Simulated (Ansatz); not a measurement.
Zinc-blende AlSb was calculated with PBE-D4 (plane waves, PAW; Ansatz, a first-principles code).

Input file:

Ansatz 0.2 input:
```yaml
crystal:
  lattice:
    - [0.0, 3.1136086824, 3.1136086824]
    - [3.1136086824, 0.0, 3.1136086824]
    - [3.1136086824, 3.1136086824, 0.0]
  atoms:
    - { symbol: Al, position: [0.0, 0.0, 0.0] }
    - { symbol: Sb, position: [0.25, 0.25, 0.25] }
basis:
  ecutwfc: 520
  ecutrho_ratio: 4
  xc_grid: 2
kpoints:
  mp_grid: { grid: [10, 10, 10] }
hamiltonian:
  xc: pbe
  dispersion: d4
  pseudopotentials: { kind: paw }
scf:
  occupations: { method: fermi_dirac, width: 0.01 }
  convergence: { dr2_threshold: 0.0000000002 }
output:
  forces: true
  stress: true
  eigenvalues: true
```

Q: How many irreducible k-points, plane waves at Γ does the program set up, and what pressure does the run end with?

A: 47 irreducible k-points, 1639 plane waves at Γ; P = -1.97 GPa, so the cell is stretched on average and its volume would shrink at this level.

From the output:

```
Crystal: 2 atoms, lattice volume = 60.370 Å³
Basis set: ecut = 520 eV, 1639 PW (Γ), exchange–correlation on 72×72×72 points (8 copies of the dense FFT grid, shifted against one another)
Bands: 13, of which v1, the nominal top of the filled ones, is band 9 counted from 1 (8 counted from 0)
Symmetry: 24 space group operations
Space group: F-43m (ITA 216), of the structure as read, at distance tolerance 3.9e-5 Å
k-points: 47 of 1000 (time reversal used)
Functional: x = pbe(κ = 0.804, μ = 0.2195149727645171), c = pbe(β = 0.06672455060314922)
SCF iter   1: F=—  HF=-7023.001908 eV  |F-HF|=—  |Δ(HF+E_count)|=         —  Δρ=1.89e-3  dr2=4.23e-3
SCF iter   2: F=—  HF=-7023.000482 eV  |F-HF|=—  |Δ(HF+E_count)|=   1.43e-3  Δρ=7.39e-4  dr2=4.26e-4
  ...
SCF iter   6: F=—  HF=-7023.000600 eV  |F-HF|=—  |Δ(HF+E_count)|=   1.27e-7  Δρ=2.98e-6  dr2=3.68e-9
SCF iter   7: F=-7023.000600 eV  HF=-7023.000600 eV  |F-HF|=3.46e-11  |Δ(HF+E_count)|=   6.30e-9  Δρ=2.70e-7  dr2=2.19e-11
SCF 1 converged in 7 iterations: F = -7023.000600 eV  dr2 = 2.19e-11
SCF converged after 7 iterations
Free energy (F): -7023.000600 eV
Internal energy: -7023.000600 eV  (E = F + TS)
E sigma→0 (E₀):  -7023.000600 eV
Fermi energy:    6.379656 eV
--- Forces (eV/Å), atoms counted from 1 ---
  atom   1  Al     0.00000000    -0.00000000     0.00000000
  atom   2  Sb    -0.00000000     0.00000000     0.00000000
--- Stress (GPa, compression-positive) ---
       -1.968083      -0.000000      -0.000000
        0.000000      -1.968083       0.000000
        0.000000       0.000000      -1.968083
  P = ⅓ Tr σ = -1.9681 GPa (-19.681 kbar)
```

The cell is one volume of an energy–volume scan, off the minimum.
